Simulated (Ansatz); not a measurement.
NiO:

```xyz
2
Lattice="0.0000 2.0913 2.0913 2.0913 0.0000 2.0913 2.0913 2.0913 0.0000" Properties=species:S:1:pos:R:3 pbc="T T T"
Ni    0.0000    0.0000    0.0000
O     2.0913    2.0913    2.0913
```

Base run:

- Program: Ansatz 0.2.0
- Functional: PBE
- Potentials or basis: Ansatz PAW
- Cutoff: 420 eV (not typed: the program's choice for these potentials)
- k mesh: 11 × 11 × 11
- Occupations: fermi-dirac, width 0.05 eV
- Spin: collinear spin, ferromagnetic start
- Starting moments: [1.0, 0.0] μB
- Hubbard terms: Ni d U = 5 eV

Its results: band gap on the k mesh 1.72 eV, indirect (least direct gap 2.44 eV); pressure 11.4 GPa; net moment 2.00 μB per cell; site moments Ni +1.70; O +0.23 μB.

Q: After a change of settings the same cell gave: band gap on the k mesh 2.18 eV, indirect (least direct gap 2.84 eV); pressure 12.3 GPa; net moment 2.00 μB per cell; site moments Ni +1.72; O +0.21 μB. Which change was it?
A. hubbard terms from Ni d U = 5 eV to none; hubbard projectors from ortho-atomic (the default) to none
B. hubbard terms from Ni d U = 5 eV to Ni d U = 6 eV
C. hubbard terms from Ni d U = 5 eV to Ni d U = 8 eV

A: B.

Caveats: the magnetic or orbital state may not be the lowest; a cell with one magnetic atom can't hold antiferromagnetic order, which such compounds often take.
